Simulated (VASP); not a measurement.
Set up this calculation in VASP 6.6.1, as the native input.

| Property | Result |
| --- | --- |
| Task | band structure |
| Functional | MS2 |
| Potentials or basis | VASP PAW PBE potentials, release 64 (N, B) |
| Cutoff | 520 eV |
| k mesh | 12 × 12 × 12 |
| Occupations | fermi-dirac, width 0.05 eV |
| Spin | no spin polarisation |
| Further INCAR settings | ALGO = Normal; EDIFF = 1e-06; NBANDS = 11 |

The structure of BN lies in POSCAR:

```
BN
1.0
    1.2511217832      0.7223354983      3.3729344033
   -1.2511217832      0.7223354983      3.3729344033
    0.0000000000     -1.4446709966      3.3729344033
N B
1 1
Direct
    0.6672382000      0.6672382000      0.6672382000
    0.0003288000      0.0003288000      0.0003288000
```

The cell is a database's computed one.

These files were run (other wordings do the same):

INCAR

```
SYSTEM = BN
ALGO = Normal
EDIFF = 1E-6
ENCUT = 520
ISIF = 2
ISMEAR = -1
LASPH = .True.
LCHARG = .False.
LMIXTAU = .True.
LREAL = .False.
LWAVE = .False.
METAGGA = MS2
NBANDS = 11
NELM = 60
PREC = Accurate
SIGMA = 0.05
```

KPOINTS

```
k-points
0
Gamma
  12 12 12
  0 0 0
```

KPOINTS_OPT

```
path GLB1,BZGX,QFP1Z,LP
10
line-mode
reciprocal
 0.0000000000  0.0000000000  0.0000000000  G
 0.5000000000  0.0000000000  0.0000000000  L

 0.5000000000  0.0000000000  0.0000000000  L
 0.5000000000  0.1972419765 -0.1972419765  B1

 0.8027580235  0.5000000000  0.1972419765  B
 0.5000000000  0.5000000000  0.5000000000  Z

 0.5000000000  0.5000000000  0.5000000000  Z
 0.0000000000  0.0000000000  0.0000000000  G

 0.0000000000  0.0000000000  0.0000000000  G
 0.3486209883  0.0000000000 -0.3486209883  X

 0.6513790117  0.3486209883  0.0000000000  Q
 0.5000000000  0.5000000000  0.0000000000  F

 0.5000000000  0.5000000000  0.0000000000  F
 0.6513790117  0.6513790117  0.1972419765  P1

 0.6513790117  0.6513790117  0.1972419765  P1
 0.5000000000  0.5000000000  0.5000000000  Z

 0.5000000000  0.0000000000  0.0000000000  L
 0.8027580235  0.3486209883  0.3486209883  P
```

Potentials or basis: VASP PAW PBE potentials, release 64 (N, B).

Launch:

```console
$ cat potpaw_PBE.64/N/POTCAR potpaw_PBE.64/B/POTCAR > POTCAR
$ mpirun -np 1 vasp_std > vasp.out
```

It gave:

| Item | Value |
| --- | --- |
| Pressure | -0.6 GPa |
| Largest force | 0.005 eV/Å |
| Band gap on the k mesh | 4.67 eV, indirect (least direct gap 5.19 eV) |
| Band gap along the path | 4.61 eV, indirect (least direct gap 5.20 eV) |

Caveat: the PAW data sets were made with another functional, which shifts forces and pressure a little.

Run time: 3.8 min on 1 thread of Intel(R) Xeon(R) 6975P-C (Granite Rapids), with other jobs on the host, peak memory 0.2 GiB.
